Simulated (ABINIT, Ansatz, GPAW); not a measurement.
WS2: programs and potentials compared

```
CELL_PARAMETERS angstrom
3.18000 0.00000 0.00000
-1.59000 2.75396 0.00000
0.00000 0.00000 12.50000
ATOMIC_POSITIONS crystal
W 0.67041 0.33213 0.74851
W 0.35153 0.67611 0.24816
S 0.65055 0.32885 0.37056
S 0.33238 0.66576 0.86980
S 0.68359 0.34050 0.12215
S 0.35274 0.67578 0.62642
```

Atoms were shifted at random by some hundredths of an Å from the given cell, which wasn't relaxed again for these runs.

Alike in all runs: task single point; functional PBEsol; k mesh 10 × 10 × 3; occupations fermi-dirac, width 0.05 eV; no spin polarisation; no spin-orbit coupling. Pressure is positive in compression and, in plane waves, holds the error of the finite cutoff, which Ansatz's Pulay term estimates and takes out.

| program and potentials | plane-wave cutoff (eV) | notes | pressure (GPa) | largest force (eV/Å) |
| --- | --- | --- | --- | --- |
| Ansatz, Ansatz PAW | 420 | potentials made for PBE, which Ansatz adapts in part; Pulay term of +0.03 GPa included | 0.24 | 1.345 |
| ABINIT, PseudoDojo NC SR PBEsol v0.4.1 standard | 1007 | - | ? | ? |
| Ansatz, all-electron LAPW, scalar-relativistic | - | - | 0.28 | 1.343 |
| GPAW, PAW data sets generated for this functional | 600 | - | 0.17 | 1.346 |

Q: Estimate from the other rows what the run with ABINIT, PseudoDojo NC SR PBEsol v0.4.1 standard gave.

A: Pressure 0.23 GPa; largest force 1.343 eV/Å. The other rows, which needn't bracket it: pressure 0.17 to 0.28; largest force 1.343 to 1.346.
